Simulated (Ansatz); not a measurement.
Born–Oppenheimer molecular dynamics of a periodic cell of 16 atoms, Si (start crystal Si, start structure diamond, volume 1.1 times the crystal's). It goes on from the last frame of an earlier run, with new velocities.

Method: Ansatz 0.2.0, DFT PBE-D3(BJ), scalar-relativistic, plane waves, PAW. Settings: accuracy low, cutoff 420 eV, k mesh 2x2x2, fermi-dirac smearing 0.24 eV, no spin polarisation.

- ensemble: NVT, Langevin thermostat
- time step: 2 fs
- steps asked: 120
- set temperature: 2240 K
- friction: 0.02 /fs
- temperature schedule: 90 steps to 300 K, then 30 steps to 300 K
- seed: 418666

Frames 2 fs apart, positions in Å, forces in eV/Å.

Velocities at 140.0 fs (Å/ps):

```
Si -7.29 10.70 3.35
Si 2.91 -1.26 -5.45
Si -9.58 -4.62 -2.42
Si -4.68 -9.33 -4.55
Si 6.26 -0.65 -5.63
Si -4.07 -4.25 -6.30
Si -10.86 9.46 0.04
Si -3.20 0.08 -1.48
Si 6.75 -5.92 0.75
Si 6.16 11.37 -10.70
Si -4.74 5.58 -2.39
Si -14.28 2.08 5.41
Si 1.90 1.41 5.28
Si 3.51 -6.58 -2.08
Si -1.60 1.49 10.68
Si 9.37 -1.53 5.33
```

```xyz
16
Lattice="0.0000 5.6053 5.6053 5.6053 0.0000 5.6053 5.6053 5.6053 0.0000" Properties=species:S:1:pos:R:3:forces:R:3 time_fs=140.0 energy_less_start_eV=-0.908 T=1283
Si 0.055 0.101 0.095 -0.94 -0.10 0.39
Si 1.104 1.883 1.151 1.70 -0.73 0.10
Si 2.969 2.897 0.040 1.18 -0.48 0.52
Si 4.376 4.254 1.617 -0.75 0.12 -0.89
Si 2.921 0.410 2.667 -0.67 -0.47 0.21
Si 4.215 1.419 4.361 -0.18 0.59 0.00
Si 5.617 2.887 3.088 0.77 0.01 0.18
Si 7.456 4.297 4.247 -0.31 -0.12 -1.87
Si 0.032 2.997 2.781 -1.32 1.03 0.54
Si 1.261 4.510 4.177 1.41 -1.36 -0.23
Si 2.792 5.675 2.729 0.95 -0.15 1.28
Si 4.461 7.005 4.209 -0.77 0.30 -0.41
Si 2.826 2.751 5.771 -0.65 0.91 0.15
Si 4.082 4.601 6.826 1.03 -1.17 -0.27
Si 6.124 5.701 5.354 -2.05 0.83 1.71
Si 6.853 6.987 7.280 0.60 0.79 -1.40
16
Lattice="0.0000 5.6053 5.6053 5.6053 0.0000 5.6053 5.6053 5.6053 0.0000" Properties=species:S:1:pos:R:3:forces:R:3 time_fs=142.0 energy_less_start_eV=-0.916 T=1216
Si 0.042 0.122 0.104 -0.79 -0.46 0.12
Si 1.110 1.881 1.143 1.63 -0.70 0.22
Si 2.950 2.888 0.035 1.27 -0.42 0.46
Si 4.365 4.236 1.606 -0.85 0.35 -0.94
Si 2.933 0.407 2.657 -0.76 -0.51 0.18
Si 4.209 1.413 4.349 -0.21 0.75 0.12
Si 5.596 2.905 3.087 0.96 -0.21 0.21
Si 7.450 4.297 4.242 -0.43 0.03 -1.80
Si 0.045 2.985 2.781 -1.31 1.06 0.65
Si 1.272 4.533 4.157 1.11 -1.35 0.06
Si 2.784 5.686 2.725 1.30 -0.36 1.34
Si 4.433 7.010 4.220 -0.59 0.24 -0.42
Si 2.828 2.755 5.782 -0.63 0.82 0.00
Si 4.087 4.588 6.824 1.04 -1.10 -0.27
Si 6.120 5.702 5.379 -2.01 0.74 1.54
Si 6.872 6.986 7.290 0.25 1.10 -1.50
16
Lattice="0.0000 5.6053 5.6053 5.6053 0.0000 5.6053 5.6053 5.6053 0.0000" Properties=species:S:1:pos:R:3:forces:R:3 time_fs=144.0 energy_less_start_eV=-0.907 T=1140
Si 0.031 0.143 0.117 -0.71 -0.77 -0.15
Si 1.117 1.877 1.138 1.57 -0.65 0.36
Si 2.934 2.878 0.030 1.34 -0.32 0.39
Si 4.352 4.220 1.596 -0.92 0.55 -0.97
Si 2.945 0.400 2.650 -0.84 -0.52 0.19
Si 4.206 1.409 4.339 -0.24 0.89 0.26
Si 5.577 2.920 3.083 1.12 -0.38 0.27
Si 7.446 4.296 4.234 -0.56 0.18 -1.67
Si 0.054 2.973 2.779 -1.28 1.12 0.78
Si 1.282 4.559 4.141 0.83 -1.39 0.30
Si 2.779 5.696 2.721 1.60 -0.53 1.39
Si 4.405 7.016 4.229 -0.40 0.16 -0.44
Si 2.827 2.762 5.796 -0.59 0.72 -0.17
Si 4.088 4.576 6.822 1.08 -1.03 -0.27
Si 6.112 5.702 5.406 -1.94 0.63 1.34
Si 6.890 6.990 7.298 -0.07 1.35 -1.59
16
Lattice="0.0000 5.6053 5.6053 5.6053 0.0000 5.6053 5.6053 5.6053 0.0000" Properties=species:S:1:pos:R:3:forces:R:3 time_fs=146.0 energy_less_start_eV=-0.901 T=1000
Si 0.021 0.158 0.131 -0.67 -1.01 -0.40
Si 1.124 1.872 1.133 1.48 -0.58 0.54
Si 2.920 2.867 0.024 1.36 -0.17 0.29
Si 4.337 4.208 1.587 -0.94 0.68 -1.01
Si 2.955 0.392 2.646 -0.92 -0.53 0.18
Si 4.202 1.406 4.330 -0.24 1.01 0.39
Si 5.561 2.935 3.077 1.24 -0.53 0.34
Si 7.439 4.297 4.224 -0.67 0.29 -1.51
Si 0.058 2.963 2.780 -1.18 1.15 0.84
Si 1.292 4.585 4.129 0.56 -1.47 0.50
Si 2.779 5.705 2.719 1.81 -0.63 1.41
Si 4.381 7.023 4.237 -0.24 0.08 -0.46
Si 2.822 2.769 5.814 -0.53 0.62 -0.36
Si 4.090 4.565 6.820 1.10 -0.95 -0.25
Si 6.102 5.702 5.433 -1.84 0.51 1.14
Si 6.908 6.998 7.303 -0.33 1.53 -1.64
16
Lattice="0.0000 5.6053 5.6053 5.6053 0.0000 5.6053 5.6053 5.6053 0.0000" Properties=species:S:1:pos:R:3:forces:R:3 time_fs=148.0 energy_less_start_eV=-0.902 T=987
Si 0.010 0.171 0.143 -0.63 -1.19 -0.60
Si 1.132 1.866 1.127 1.36 -0.52 0.74
Si 2.907 2.855 0.016 1.37 -0.01 0.20
Si 4.320 4.198 1.576 -0.92 0.75 -1.03
Si 2.962 0.385 2.643 -0.98 -0.57 0.14
Si 4.196 1.401 4.323 -0.22 1.14 0.50
Si 5.546 2.950 3.072 1.32 -0.66 0.39
Si 7.432 4.297 4.210 -0.76 0.38 -1.34
Si 0.060 2.957 2.783 -1.08 1.14 0.87
Si 1.302 4.608 4.119 0.29 -1.57 0.69
Si 2.782 5.707 2.719 1.94 -0.62 1.38
Si 4.361 7.026 4.247 -0.08 0.01 -0.51
Si 2.814 2.773 5.833 -0.46 0.54 -0.57
Si 4.093 4.552 6.818 1.10 -0.84 -0.20
Si 6.093 5.700 5.462 -1.73 0.40 0.93
Si 6.926 7.006 7.306 -0.53 1.62 -1.61
16
Lattice="0.0000 5.6053 5.6053 5.6053 0.0000 5.6053 5.6053 5.6053 0.0000" Properties=species:S:1:pos:R:3:forces:R:3 time_fs=150.0 energy_less_start_eV=-0.905 T=950
Si 0.000 0.183 0.154 -0.60 -1.34 -0.78
Si 1.139 1.861 1.124 1.26 -0.46 0.91
Si 2.897 2.845 0.006 1.34 0.15 0.12
Si 4.303 4.191 1.562 -0.86 0.80 -1.00
Si 2.966 0.377 2.640 -1.02 -0.60 0.11
Si 4.188 1.397 4.319 -0.19 1.27 0.58
Si 5.532 2.967 3.069 1.35 -0.79 0.43
Si 7.424 4.296 4.196 -0.83 0.46 -1.17
Si 0.062 2.953 2.786 -0.98 1.13 0.89
Si 1.311 4.627 4.110 0.04 -1.67 0.88
Si 2.788 5.705 2.724 2.00 -0.54 1.28
Si 4.343 7.029 4.256 0.07 -0.07 -0.54
Si 2.808 2.778 5.855 -0.40 0.45 -0.77
Si 4.098 4.538 6.817 1.09 -0.72 -0.13
Si 6.087 5.697 5.495 -1.63 0.28 0.69
Si 6.941 7.013 7.309 -0.65 1.66 -1.50
16
Lattice="0.0000 5.6053 5.6053 5.6053 0.0000 5.6053 5.6053 5.6053 0.0000" Properties=species:S:1:pos:R:3:forces:R:3 time_fs=152.0 energy_less_start_eV=-0.914 T=930
Si -0.011 0.192 0.167 -0.54 -1.43 -0.95
Si 1.149 1.859 1.123 1.13 -0.45 1.06
Si 2.888 2.838 -0.002 1.29 0.30 0.02
Si 4.283 4.186 1.545 -0.76 0.81 -0.92
Si 2.968 0.371 2.635 -1.04 -0.60 0.12
Si 4.181 1.393 4.317 -0.16 1.37 0.61
Si 5.520 2.985 3.066 1.35 -0.91 0.43
Si 7.413 4.296 4.180 -0.88 0.53 -0.97
Si 0.063 2.949 2.790 -0.88 1.11 0.89
Si 1.319 4.642 4.103 -0.18 -1.74 1.05
Si 2.798 5.703 2.731 1.98 -0.43 1.16
Si 4.329 7.032 4.266 0.22 -0.14 -0.58
Si 2.806 2.783 5.876 -0.37 0.37 -0.97
Si 4.103 4.526 6.817 1.10 -0.61 -0.06
Si 6.081 5.694 5.530 -1.55 0.15 0.43
Si 6.953 7.019 7.311 -0.70 1.67 -1.33
16
Lattice="0.0000 5.6053 5.6053 5.6053 0.0000 5.6053 5.6053 5.6053 0.0000" Properties=species:S:1:pos:R:3:forces:R:3 time_fs=154.0 energy_less_start_eV=-0.944 T=966
Si -0.025 0.198 0.179 -0.44 -1.48 -1.08
Si 1.161 1.855 1.120 0.94 -0.49 1.24
Si 2.880 2.831 -0.008 1.23 0.48 -0.15
Si 4.260 4.181 1.527 -0.64 0.82 -0.80
Si 2.971 0.365 2.631 -1.06 -0.59 0.12
Si 4.177 1.391 4.317 -0.15 1.44 0.61
Si 5.509 3.004 3.065 1.31 -0.99 0.40
Si 7.399 4.299 4.162 -0.87 0.56 -0.74
Si 0.060 2.947 2.792 -0.76 1.09 0.87
Si 1.328 4.653 4.100 -0.39 -1.79 1.19
Si 2.811 5.701 2.739 1.86 -0.28 1.01
Si 4.317 7.035 4.276 0.35 -0.20 -0.61
Si 2.803 2.783 5.894 -0.33 0.34 -1.14
Si 4.108 4.514 6.817 1.11 -0.53 0.00
Si 6.073 5.693 5.564 -1.48 0.02 0.18
Si 6.962 7.029 7.310 -0.68 1.59 -1.09
16
Lattice="0.0000 5.6053 5.6053 5.6053 0.0000 5.6053 5.6053 5.6053 0.0000" Properties=species:S:1:pos:R:3:forces:R:3 time_fs=156.0 energy_less_start_eV=-0.995 T=1015
Si -0.040 0.204 0.188 -0.33 -1.52 -1.17
Si 1.173 1.849 1.119 0.75 -0.51 1.42
Si 2.875 2.823 -0.014 1.10 0.68 -0.35
Si 4.236 4.174 1.507 -0.48 0.84 -0.63
Si 2.976 0.359 2.626 -1.08 -0.56 0.13
Si 4.175 1.390 4.318 -0.17 1.49 0.57
Si 5.499 3.023 3.064 1.25 -1.04 0.34
Si 7.383 4.306 4.141 -0.82 0.53 -0.48
Si 0.055 2.946 2.797 -0.63 1.07 0.80
Si 1.339 4.661 4.099 -0.57 -1.84 1.29
Si 2.824 5.701 2.749 1.69 -0.12 0.83
Si 4.306 7.037 4.284 0.48 -0.26 -0.63
Si 2.800 2.783 5.910 -0.26 0.36 -1.31
Si 4.114 4.502 6.817 1.12 -0.45 0.08
Si 6.064 5.694 5.596 -1.42 -0.09 -0.06
Si 6.971 7.045 7.308 -0.64 1.44 -0.83
16
Lattice="0.0000 5.6053 5.6053 5.6053 0.0000 5.6053 5.6053 5.6053 0.0000" Properties=species:S:1:pos:R:3:forces:R:3 time_fs=158.0 energy_less_start_eV=-1.058 T=1036
Si -0.058 0.205 0.194 -0.18 -1.50 -1.19
Si 1.187 1.841 1.119 0.53 -0.57 1.56
Si 2.871 2.814 -0.021 0.94 0.84 -0.53
Si 4.211 4.165 1.487 -0.30 0.88 -0.45
Si 2.979 0.350 2.620 -1.07 -0.52 0.15
Si 4.173 1.390 4.318 -0.20 1.53 0.51
Si 5.491 3.040 3.063 1.17 -1.08 0.26
Si 7.370 4.314 4.120 -0.77 0.49 -0.23
Si 0.048 2.944 2.803 -0.51 1.04 0.70
Si 1.347 4.663 4.101 -0.68 -1.84 1.34
Si 2.839 5.701 2.758 1.43 0.01 0.67
Si 4.293 7.038 4.290 0.63 -0.32 -0.65
Si 2.794 2.785 5.921 -0.18 0.39 -1.47
Si 4.123 4.488 6.818 1.14 -0.39 0.16
Si 6.054 5.694 5.630 -1.36 -0.20 -0.27
Si 6.977 7.066 7.306 -0.58 1.24 -0.55
16
Lattice="0.0000 5.6053 5.6053 5.6053 0.0000 5.6053 5.6053 5.6053 0.0000" Properties=species:S:1:pos:R:3:forces:R:3 time_fs=160.0 energy_less_start_eV=-1.126 T=979
Si -0.081 0.204 0.196 0.02 -1.45 -1.15
Si 1.201 1.831 1.120 0.30 -0.67 1.68
Si 2.867 2.808 -0.029 0.79 0.96 -0.67
Si 4.185 4.154 1.471 -0.09 0.91 -0.27
Si 2.980 0.338 2.614 -1.04 -0.45 0.17
Si 4.170 1.391 4.320 -0.26 1.54 0.41
Si 5.486 3.053 3.067 1.04 -1.09 0.15
Si 7.356 4.320 4.102 -0.72 0.48 -0.01
Si 0.043 2.944 2.809 -0.41 1.01 0.58
Si 1.353 4.662 4.107 -0.71 -1.80 1.32
Si 2.856 5.701 2.764 1.10 0.11 0.58
Si 4.283 7.039 4.293 0.76 -0.36 -0.66
Si 2.788 2.788 5.932 -0.12 0.43 -1.62
Si 4.133 4.473 6.818 1.15 -0.33 0.26
Si 6.043 5.694 5.663 -1.31 -0.29 -0.48
Si 6.978 7.086 7.306 -0.49 1.03 -0.30
16
Lattice="0.0000 5.6053 5.6053 5.6053 0.0000 5.6053 5.6053 5.6053 0.0000" Properties=species:S:1:pos:R:3:forces:R:3 time_fs=162.0 energy_less_start_eV=-1.189 T=908
Si -0.106 0.203 0.197 0.23 -1.40 -1.08
Si 1.213 1.821 1.120 0.10 -0.78 1.78
Si 2.863 2.803 -0.038 0.64 1.02 -0.80
Si 4.158 4.146 1.456 0.13 0.91 -0.10
Si 2.979 0.325 2.608 -1.00 -0.37 0.20
Si 4.166 1.394 4.325 -0.35 1.54 0.26
Si 5.484 3.065 3.072 0.89 -1.10 0.02
Si 7.341 4.327 4.086 -0.65 0.47 0.18
Si 0.038 2.944 2.817 -0.32 0.97 0.46
Si 1.358 4.658 4.115 -0.73 -1.75 1.30
Si 2.870 5.699 2.768 0.80 0.21 0.53
Si 4.277 7.039 4.296 0.85 -0.40 -0.67
Si 2.783 2.791 5.938 -0.09 0.46 -1.73
Si 4.143 4.460 6.817 1.16 -0.28 0.38
Si 6.031 5.695 5.695 -1.25 -0.35 -0.65
Si 6.978 7.107 7.307 -0.41 0.84 -0.09
```

Of the whole run (240 fs, mean temperature of the second half 857 K): The schedule's set-point averaged 464 K over the second half and the system 857 K, so it lags behind the ramp. A run of 0.24 ps of so small a system gives no equilibrium averages. Limits of this set-up: coarse k mesh, low accuracy level.

Run time: 12 min on 1 thread of Arm Neoverse V2, with other jobs on the host, peak memory 0.75 GiB.
